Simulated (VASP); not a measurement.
Write the native input for VASP 6.6.1 that does the following.

- Task: single point
- Functional: PBE
- Potentials or basis: VASP PAW PBE potentials, release 64 (Ti)
- Cutoff: 900 eV
- k mesh: 14 × 14 × 20
- Occupations: gaussian, width 0.05 eV
- Spin: no spin polarisation
- Further INCAR settings: ADDGRID = False; ALGO = Normal; EDIFF = 1e-08; NBANDS = 13

The structure of Ti lies in POSCAR:

```
Ti
1.0
    4.5673748306      0.0000000000      0.0000000000
   -2.2836874153      3.9554626319      0.0000000000
    0.0000000000      0.0000000000      2.8262442700
Ti
3
Direct
    0.6666666667      0.3333333333      0.5000000000
    0.3333333333      0.6666666667      0.5000000000
    0.0000000000      0.0000000000      0.0000000000
```

This isn't the form of Ti at room conditions, which is hcp.

The input as run:

INCAR

```
SYSTEM = Ti
PREC     = Accurate       ! precision mode
ENCUT    = 900            ! plane-wave cutoff, eV
EDIFF    = 1E-8           ! SCF threshold, eV
ISMEAR   = 0              ! smearing method
SIGMA    = 0.05           ! smearing width, eV
LREAL    = .False.        ! projectors in reciprocal space
LASPH    = .True.         ! aspherical terms in the spheres
NELM     = 100            ! most SCF steps
ALGO     = Normal         ! electronic algorithm
ISIF     = 2              ! what is computed and relaxed
LWAVE    = .False.        ! write WAVECAR
LCHARG   = .False.        ! write CHGCAR
GGA      = PE             ! functional
NBANDS   = 13             ! bands
ADDGRID  = .False.
```

KPOINTS

```
Automatic mesh
0
Gamma
  14 14 20
  0 0 0
```

Potentials or basis: VASP PAW PBE potentials, release 64 (Ti).

Run with:

```bash
$ cat potpaw_PBE.64/Ti/POTCAR > POTCAR
$ mpirun -np 1 vasp_std > vasp.out
```

Results of the run:

```yaml
Pressure: -1.1 GPa
Band_gap_on_the_k_mesh: none (metal or under the smearing width)
```

It took 4.7 min on 1 thread of Intel(R) Xeon(R) Platinum 8488C (Sapphire Rapids), with other jobs on the host, peak memory 0.5 GiB.
